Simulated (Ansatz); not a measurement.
## AlN: the gap under strain, fitted and tested

Plane-wave DFT in Ansatz, r2SCAN, scalar-relativistic PAW potentials, cutoff 500 eV, no spin-orbit coupling; no spin polarisation. AlN in space group P6_3mc. Biaxial strain in the a-b plane; c and atoms relaxed (conventional cell); Kohn–Sham gaps sought over the whole zone.

| strain (%) | space group | gap (eV) |
| --- | --- | --- |
| -4.5 | P6_3mc | ? |
| -3.0 | P6_3mc | 5.296 |
| -1.5 | P6_3mc | 5.201 |
| +0.0 | P6_3mc | 4.880 |
| +1.5 | P6_3mc | 4.560 |
| +3.0 | P6_3mc | 4.248 |
| +4.5 | P6_3mc | 3.950 |

Q: Fit the given gaps and predict the missing one.

A: Next to zero the slopes are -214 meV per % on the compressed side and -213 on the stretched side. No break shows at zero, so all given rows go into a parabola: E_g = 4.877 -0.1771 ε -0.00777 ε² eV (ε in %; scatter 41 meV). At -4.5 % this gives 5.517 eV; the run gave 5.313 eV, 204 meV away. The fit is poor: the slope drops sharply between -3.0 and -1.5 %, the mark of another band or valley taking over an edge, which one smooth curve can't follow.

Cost: about 4.8 core-minutes for the runs cited, on Arm Neoverse V1 (shared hosts).